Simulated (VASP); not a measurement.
# SnTe (F-43m) in VASP: a series of runs

The runs below take SnTe through single point, with HSE06.

Program: VASP 6.6.1. These are calculated values, not measurements. Logs are shortened: lines on timing, memory, paths and dates and some standing lists are left out, and cuts for length are marked.

### Step 1. The crystal as given

It takes space group F-43m (No. 216, cubic). Conventional cell: a = 7.222 Å, b = 7.222 Å, c = 7.222 Å, α = 90.00°, β = 90.00°, γ = 90.00°. Te (site symmetry -43m) has 4 Sn at 3.13 Å as nearest neighbours. Around Sn (site symmetry -43m) lie 4 Te at 3.13 Å.

Measurements of this composition are mostly on another form, of space group No. 225.

### Step 2. Single point, HSE06

POSCAR reads:

```
SnTe
1.0
    0.0000000000      3.6111460000      3.6111460000
    3.6111460000      0.0000000000      3.6111460000
    3.6111460000      3.6111460000      0.0000000000
Te Sn
1 1
Direct
    0.2500000000      0.2500000000      0.2500000000
    0.0000000000      0.0000000000      0.0000000000
```

INCAR.step1 reads:

```
SYSTEM = SnTe
  PREC = Accurate
  ENCUT = 400
  EDIFF = 1E-5
  ISMEAR = 0
  SIGMA = 0.01
  LREAL = .FALSE.
  LASPH = .TRUE.
  NELM = 100
  ALGO = Normal
  ISIF = 2
  LWAVE = .TRUE.
  LCHARG = .FALSE.
  NBANDS = 18
  NKRED = 1
  GGA = PE
```

INCAR.step2 reads:

```
SYSTEM = SnTe
  PREC = Accurate
  ENCUT = 400
  EDIFF = 1E-6
  ISMEAR = 0
  SIGMA = 0.01
  LREAL = .FALSE.
  LASPH = .TRUE.
  NELM = 100
  ALGO = Normal
  ISIF = 2
  LWAVE = .FALSE.
  LCHARG = .FALSE.
  GGA = PE
  LHFCALC = .TRUE.
  HFSCREEN = 0.2
  PRECFOCK = Normal
  NBANDS = 18
  NKRED = 1
  ISTART = 1
```

KPOINTS reads:

```
regular mesh
0
G
  4 4 4
  0 0 0
```

Potentials or basis: VASP PAW PBE potentials, release 64 (Te, Sn_d).

The run is started by

```bash
$ cat potpaw_PBE.64/Te/POTCAR potpaw_PBE.64/Sn_d/POTCAR > POTCAR
$ cp INCAR.step1 INCAR
$ mpirun -np 1 vasp_std > vasp.out
$ cp INCAR.step2 INCAR
$ mpirun -np 1 vasp_std > vasp.out
```

OUTCAR:

```text
SYSTEM = SnTe
   PREC = Accurate
   ENCUT = 400
   EDIFF = 1E-6
   ISMEAR = 0
   LREAL = .FALSE.
   LASPH = .TRUE.
   NELM = 100
   ISIF = 2
   GGA = PE
   LHFCALC = .TRUE.
   HFSCREEN = 0.2
   PRECFOCK = Normal
   NKRED = 1
   ISTART = 1

 Found      8 irreducible k-points:

 Following reciprocal coordinates:
            Coordinates               Weight
  0.000000  0.000000  0.000000      1.000000
  0.250000  0.000000  0.000000      8.000000
  0.500000  0.000000  0.000000      4.000000
  0.250000  0.250000  0.000000      6.000000
  0.500000  0.250000  0.000000     24.000000
 -0.250000  0.250000  0.000000     12.000000
   k-points           NKPTS =      8   k-points in BZ     NKDIM =     64   number of bands    NBANDS=     18
   number of dos      NEDOS =    301   number of ions     NIONS =      2
   total plane-waves  NPLWV =  46656
   dimension x,y,z NGX =    36 NGY =   36 NGZ =   36
   dimension x,y,z NGXF=    72 NGYF=   72 NGZF=   72
   ions per type =               1   1
   NGX,Y,Z   is equivalent  to a cutoff of  11.72, 11.72, 11.72 a.u.
   NGXF,Y,Z  is equivalent  to a cutoff of  23.44, 23.44, 23.44 a.u.
 SYSTEM =  SnTe
   PREC   = accura    normal or accurate (medium, high low for compatibility)
   ISTART =      1    job   : 0-new  1-cont  2-samecut
   ICHARG =      0    charge: 1-file 2-atom 10-const
   ISPIN  =      1    spin polarized calculation?
   LNONCOLLINEAR =      F non collinear calculations
   LSORBIT =      F    spin-orbit coupling
   LASPH  =      T    aspherical Exc in radial PAW
   ENCUT  =  400.0 eV  29.40 Ry    5.42 a.u.   8.33  8.33  8.33*2*pi/ulx,y,z
   NELM   =    100;   NELMIN=  2; NELMDL=  0     # of ELM steps
   EDIFF  = 0.1E-05   stopping-criterion for ELM
   LREAL  =      F    real-space projection
   EDIFFG = 0.1E-04   stopping-criterion for IOM
   NSW    =      0    number of steps for IOM
   IBRION =     -1    ionic relax: 0-MD 1-quasi-New 2-CG
   NFREE  =      0    steps in history (QN), initial steepest desc. (CG)
   ISIF   =      2    stress and relaxation
   ISYM   =      3    0-nonsym 1-usesym 2-fastsym
   POTIM  = 0.5000    time-step for ionic-motion
   TEBEG  =    0.0;   TEEND  =   0.0 temperature during run
   PSTRESS=    0.0 pullay stress
   NELECT =      20.0000    total number of electrons
   NUPDOWN=      -1.0000    fix difference up-down
   EMIN   =  10.00;   EMAX   =-10.00  energy-range for DOS
   EFERMI =   0.00;   METHOD = LEGACY
   ISMEAR =     0;   SIGMA  =   0.01  broadening in eV -4-tet -1-fermi 0-gaus
   EFERMI_NEDOS =   21; number of points for ismear=-14 and -15
   IALGO  =     38    algorithm
   IMIX   =      1    mixing-type and parameters
     AMIX     =   0.40;   BMIX     =  1.00
     AMIX_MAG =   1.60;   BMIX_MAG =  1.00
  volume/ion in A,a.u.               =      47.09       317.78
  Fermi-wavevector in a.u.,A,eV,Ry     =   0.976704  1.845704 12.979296  0.953951
  Thomas-Fermi vector in A             =   2.107344
   LORBIT       =      0    0 simple, 1 ext, 2 COOP (PROOUT), +10 PAW based schemes
   GGA     = PE    functional components
   LHFCALC =     T    Hartree Fock is set to
   PRECFOCK=normal    Normal, Fast or Accurate (Low or Medium for compatibility)
   ENCUT4O =  -1.0   cutoff for four orbital integrals eV
   NKREDX  =     1    reduce k-point grid by
   NKREDY  =     1    reduce k-point grid by
   NKREDZ  =     1    reduce k-point grid by
   AEXX    =    0.2500 exact exchange contribution
   HFSCREEN=    0.2000 screening length (either q_TF or 0.3 A-1)
   HFSCREENC=   0.2000 screening length for correlation (either q_TF or 0.3 A-1)
   ENCUTFOCK=  -1.0 apply spherical cutoff to Coloumb kernel
   IVDW    =     0    specifies the selected vdW correction
   LEPSILON=     F    determine dielectric tensor
   LRPA    =     F    only Hartree local field effects (RPA)
 non-spin polarized calculation
 Gauss-broadening in eV      SIGMA  =   0.01
  energy-cutoff  :      400.00
  volume of cell :       94.18
 maximum number of plane-waves:      1724
 NGX is ok and might be reduce to    36
  NGX = 28; NGY = 28; NGZ = 28

 number of electron      19.9999987 magnetization

 Free energy of the ion-electron system (eV)
  ---------------------------------------------------
  ext. energy  EPLUGINS =         0.00000000
  ---------------------------------------------------
  free energy    TOTEN  =        -8.47026414 eV

  energy without entropy =       -8.47026414  energy(sigma->0) =       -8.47026414

 E-fermi :   3.0823     XC(G=0):  -6.2757

 val. band max:        3.0103486754   @ k =  -0.2500   0.5000   0.2500
 cond. band min:       3.3904689628   @ k =   0.5000   0.5000   0.0000
 fundamental gap:      0.3801202874
 Fermi energy:         3.0822685695

 k-point     1 :       0.0000    0.0000    0.0000
  band No.  band energies     occupation
      1     -21.1641      2.00000
      2     -21.1640      2.00000
      3     -21.1640      2.00000
      4     -21.1529      2.00000
      5     -21.1529      2.00000
      6      -9.7852      2.00000
[... 10 lines left out ...]
     17      11.1848      0.00000
     18      11.1848      0.00000

 k-point     2 :       0.2500    0.0000    0.0000
  band No.  band energies     occupation
      1     -21.1644      2.00000
      2     -21.1633      2.00000
      3     -21.1632      2.00000
      4     -21.1529      2.00000
      5     -21.1529      2.00000
      6      -9.5103      2.00000
[... 10 lines left out ...]
     17      10.7062      0.00000
     18      13.5420      0.00000

 k-point     3 :       0.5000    0.0000    0.0000
  band No.  band energies     occupation
      1     -21.1648      2.00000
      2     -21.1625      2.00000
      3     -21.1625      2.00000
      4     -21.1529      2.00000
      5     -21.1528      2.00000
      6      -9.1651      2.00000
[... 10 lines left out ...]
     17      10.5294      0.00000
     18      11.8093      0.00000

 k-point     4 :       0.2500    0.2500    0.0000
  band No.  band energies     occupation
      1     -21.1656      2.00000
      2     -21.1624      2.00000
      3     -21.1624      2.00000
      4     -21.1534      2.00000
      5     -21.1526      2.00000
      6      -9.4119      2.00000
[... 10 lines left out ...]
     17      12.4913      0.00000
     18      12.4913      0.00000

 k-point     5 :       0.5000    0.2500    0.0000
  band No.  band energies     occupation
      1     -21.1659      2.00000
      2     -21.1617      2.00000
      3     -21.1616      2.00000
      4     -21.1534      2.00000
      5     -21.1525      2.00000
      6      -9.0479      2.00000
[... 10 lines left out ...]
     17      11.6409      0.00000
     18      12.2682      0.00000

 k-point     6 :      -0.2500    0.2500    0.0000
  band No.  band energies     occupation
      1     -21.1651      2.00000
      2     -21.1624      2.00000
      3     -21.1621      2.00000
      4     -21.1530      2.00000
      5     -21.1529      2.00000
      6      -9.1765      2.00000
[... 10 lines left out ...]
     17      11.7072      0.00000
     18      12.5172      0.00000

 [... further k-points ...]
[... 5 lines left out ...]
  --------------------------------------------------------------------------------------
  -------------------------------------------------------------------------------------
  Total       -0.4225113     -0.4225113     -0.4225113     -0.0000000      0.0000000     -0.0000000
  in kB       -7.1875973     -7.1875973     -7.1875973     -0.0000000      0.0000000     -0.0000000
  external PRESSURE =      -7.1875973 kB  Pullay stress =       0.0000000 kB

 VOLUME and BASIS-vectors are now :
 -----------------------------------------------------------------------------
  energy-cutoff  :      400.00
  volume of cell :       94.18
      direct lattice vectors                 reciprocal lattice vectors
     0.000000000  3.611146000  3.611146000    -0.138460201  0.138460201  0.138460201
     3.611146000  0.000000000  3.611146000     0.138460201 -0.138460201  0.138460201
     3.611146000  3.611146000  0.000000000     0.138460201  0.138460201 -0.138460201

 POSITION                                       TOTAL-FORCE (eV/Angst)
 -----------------------------------------------------------------------------------
      1.80557      1.80557      1.80557        -0.000000     -0.000000     -0.000000
      0.00000      0.00000      0.00000         0.000000      0.000000      0.000000
 -----------------------------------------------------------------------------------
    total drift:                               -0.000002     -0.000039     -0.000027

  FREE ENERGIE OF THE ION-ELECTRON SYSTEM (eV)
  ---------------------------------------------------
  free  energy   TOTEN  =        -8.4702641440 eV

  energy  without entropy=       -8.4702641440  energy(sigma->0) =       -8.47026414
```

Wall time 11 min (1 thread of AMD EPYC 9R14 (Zen 4), shared host); peak memory 0.29 GiB.

These settings aren't checked as converged: the numbers below hold their error.

Results:

```yaml
Free_energy: -8.4703 eV
Pressure: -0.7 GPa
Band_gap_on_the_k_mesh: 0.38 eV, indirect (least direct gap 1.16 eV)
```

Caveat: the PAW data sets were made with another functional, which shifts forces and pressure a little; spin-orbit coupling is left out, which moves the levels of the heavy elements.

### Step 3. Single point, HSE06

POSCAR is that of step 2.

Edit INCAR.step1 of step 2 so:

```diff
@@ -2,3 +2,3 @@
   PREC = Accurate
-  ENCUT = 400
+  ENCUT = 280
   EDIFF = 1E-5
```

Edit INCAR.step2 of step 2 so:

```diff
@@ -2,3 +2,3 @@
   PREC = Accurate
-  ENCUT = 400
+  ENCUT = 280
   EDIFF = 1E-6
@@ -16,3 +16,3 @@
   HFSCREEN = 0.2
-  PRECFOCK = Normal
+  PRECFOCK = Fast
   NBANDS = 18
```

KPOINTS is that of step 2.

Potentials or basis: VASP PAW PBE potentials, release 64 (Te, Sn_d).

The run is started by

```bash
$ cat potpaw_PBE.64/Te/POTCAR potpaw_PBE.64/Sn_d/POTCAR > POTCAR
$ cp INCAR.step1 INCAR
$ mpirun -np 1 vasp_std > vasp.out
$ cp INCAR.step2 INCAR
$ mpirun -np 1 vasp_std > vasp.out
```

OUTCAR:

```text
SYSTEM = SnTe
   PREC = Accurate
   ENCUT = 280
   EDIFF = 1E-6
   ISMEAR = 0
   LREAL = .FALSE.
   LASPH = .TRUE.
   NELM = 100
   ISIF = 2
   GGA = PE
   LHFCALC = .TRUE.
   HFSCREEN = 0.2
   PRECFOCK = Fast
   NKRED = 1
   ISTART = 1

 Found      8 irreducible k-points:

 Following reciprocal coordinates:
            Coordinates               Weight
  0.000000  0.000000  0.000000      1.000000
  0.250000  0.000000  0.000000      8.000000
  0.500000  0.000000  0.000000      4.000000
  0.250000  0.250000  0.000000      6.000000
  0.500000  0.250000  0.000000     24.000000
 -0.250000  0.250000  0.000000     12.000000
   k-points           NKPTS =      8   k-points in BZ     NKDIM =     64   number of bands    NBANDS=     18
   number of dos      NEDOS =    301   number of ions     NIONS =      2
   total plane-waves  NPLWV =  21952
   dimension x,y,z NGX =    28 NGY =   28 NGZ =   28
   dimension x,y,z NGXF=    56 NGYF=   56 NGZF=   56
   ions per type =               1   1
   NGX,Y,Z   is equivalent  to a cutoff of   9.11,  9.11,  9.11 a.u.
   NGXF,Y,Z  is equivalent  to a cutoff of  18.23, 18.23, 18.23 a.u.
 SYSTEM =  SnTe
   PREC   = accura    normal or accurate (medium, high low for compatibility)
   ISTART =      1    job   : 0-new  1-cont  2-samecut
   ICHARG =      0    charge: 1-file 2-atom 10-const
[... 57 lines left out ...]
  ext. energy  EPLUGINS =         0.00000000
  ---------------------------------------------------
  free energy    TOTEN  =        -8.46374076 eV

  energy without entropy =       -8.46374076  energy(sigma->0) =       -8.46374076

 E-fermi :   3.0638     XC(G=0):  -6.2758

 val. band max:        3.0100729385   @ k =  -0.2500   0.5000   0.2500
 cond. band min:       3.3899537072   @ k =   0.5000   0.5000   0.0000
 fundamental gap:      0.3798807687
 Fermi energy:         3.0637587323

 k-point     1 :       0.0000    0.0000    0.0000
  band No.  band energies     occupation
      1     -21.1247      2.00000
      2     -21.1247      2.00000
      3     -21.1247      2.00000
      4     -21.1135      2.00000
      5     -21.1135      2.00000
      6      -9.7854      2.00000
[... 103 lines left out ...]
      5     -21.1137      2.00000
      6      -9.1763      2.00000
[... 10 lines left out ...]
     17      11.7084      0.00000
     18      12.5186      0.00000

 [... further k-points ...]
[... 5 lines left out ...]
  --------------------------------------------------------------------------------------
  -------------------------------------------------------------------------------------
  Total       -0.4584021     -0.4584021     -0.4584021      0.0000000      0.0000000      0.0000000
  in kB       -7.7981578     -7.7981578     -7.7981578      0.0000000      0.0000000      0.0000000
  external PRESSURE =      -7.7981578 kB  Pullay stress =       0.0000000 kB

 VOLUME and BASIS-vectors are now :
 -----------------------------------------------------------------------------
  energy-cutoff  :      280.00
  volume of cell :       94.18
      direct lattice vectors                 reciprocal lattice vectors
     0.000000000  3.611146000  3.611146000    -0.138460201  0.138460201  0.138460201
     3.611146000  0.000000000  3.611146000     0.138460201 -0.138460201  0.138460201
     3.611146000  3.611146000  0.000000000     0.138460201  0.138460201 -0.138460201

 POSITION                                       TOTAL-FORCE (eV/Angst)
 -----------------------------------------------------------------------------------
      1.80557      1.80557      1.80557         0.000000      0.000000      0.000000
      0.00000      0.00000      0.00000        -0.000000     -0.000000     -0.000000
 -----------------------------------------------------------------------------------
    total drift:                               -0.000026     -0.000045     -0.000025

  FREE ENERGIE OF THE ION-ELECTRON SYSTEM (eV)
  ---------------------------------------------------
  free  energy   TOTEN  =        -8.4637407557 eV

  energy  without entropy=       -8.4637407557  energy(sigma->0) =       -8.46374076
```

OSZICAR.step1:

```text
N       E                     dE             d eps       ncg     rms          rms(c)
DAV:   1     0.100639909433E+03    0.10064E+03   -0.69695E+03   288   0.721E+02
DAV:   2     0.201116497077E+01   -0.98629E+02   -0.96094E+02   308   0.213E+02
DAV:   3    -0.696993862863E+01   -0.89811E+01   -0.89504E+01   342   0.703E+01
DAV:   4    -0.721075228235E+01   -0.24081E+00   -0.24073E+00   338   0.122E+01
DAV:   5    -0.722001138891E+01   -0.92591E-02   -0.92589E-02   376   0.213E+00    0.430E+00
DAV:   6    -0.707294597153E+01    0.14707E+00   -0.37425E-01   366   0.243E+00    0.281E+00
DAV:   7    -0.707047758665E+01    0.24684E-02   -0.85698E-02   304   0.106E+00    0.107E+00
DAV:   8    -0.707206156123E+01   -0.15840E-02   -0.97071E-03   334   0.652E-01    0.250E-01
DAV:   9    -0.707274093910E+01   -0.67938E-03   -0.21096E-03   310   0.271E-01    0.688E-02
DAV:  10    -0.707295974051E+01   -0.21880E-03   -0.42251E-04   296   0.891E-02    0.335E-02
DAV:  11    -0.707308786312E+01   -0.12812E-03   -0.18757E-04   302   0.523E-02    0.307E-02
DAV:  12    -0.707309120797E+01   -0.33448E-05   -0.47120E-06   256   0.186E-02
   1 F= -.70730912E+01 E0= -.70730912E+01  d E =-.156252E-11
```

It took 2 min on 1 thread of AMD EPYC 9R14 (Zen 4), shared host; peak memory 0.23 GiB.

The run converged, but some of its settings lie outside the range that counts as converged, so its numbers aren't taken as properties of the crystal.

What came out:

| Quantity | Value |
| --- | --- |
| Free energy | -8.4637 eV |
| Pressure | -0.8 GPa |
| Band gap on the k mesh | 0.38 eV, indirect (least direct gap 1.16 eV) |

Caveat: the cutoff is under 1.25 times the usual one of these potentials, so pressure, stress and relaxed cells hold a basis-set (Pulay) error; the PAW data sets were made with another functional, which shifts forces and pressure a little; spin-orbit coupling is left out, which moves the levels of the heavy elements.

### Step 4. Single point, HSE06

POSCAR is that of step 3.

Edit INCAR.step1 of step 3 so:

```diff
@@ -2,3 +2,3 @@
   PREC = Accurate
-  ENCUT = 280
+  ENCUT = 400
   EDIFF = 1E-5
@@ -14,3 +14,3 @@
   NBANDS = 18
-  NKRED = 1
+  NKRED = 2
   GGA = PE
```

Edit INCAR.step2 of step 3 so:

```diff
@@ -2,3 +2,3 @@
   PREC = Accurate
-  ENCUT = 280
+  ENCUT = 400
   EDIFF = 1E-6
@@ -18,3 +18,3 @@
   NBANDS = 18
-  NKRED = 1
+  NKRED = 2
   ISTART = 1
```

KPOINTS reads:

```
regular mesh
0
G
  2 2 2
  0 0 0
```

The run is started by

```bash
$ cat potpaw_PBE.64/Te/POTCAR potpaw_PBE.64/Sn_d/POTCAR > POTCAR
$ cp INCAR.step1 INCAR
$ mpirun -np 1 vasp_std > vasp.out
$ cp INCAR.step2 INCAR
$ mpirun -np 1 vasp_std > vasp.out
```

Wall time 23 s (1 thread of AMD EPYC 9R14 (Zen 4), shared host); peak memory 0.27 GiB.

The run converged, but some of its settings lie outside the range that counts as converged, so its numbers aren't taken as properties of the crystal.

Results:

```yaml
Free_energy: -10.4627 eV
Pressure: -4.3 GPa
Band_gap_on_the_k_mesh: 2.14 eV, direct
```

Caveat: the k mesh is coarse (spacing up to 0.75 Å⁻¹), so the values aren't converged, least of all with exact exchange; the PAW data sets were made with another functional, which shifts forces and pressure a little; spin-orbit coupling is left out, which moves the levels of the heavy elements.
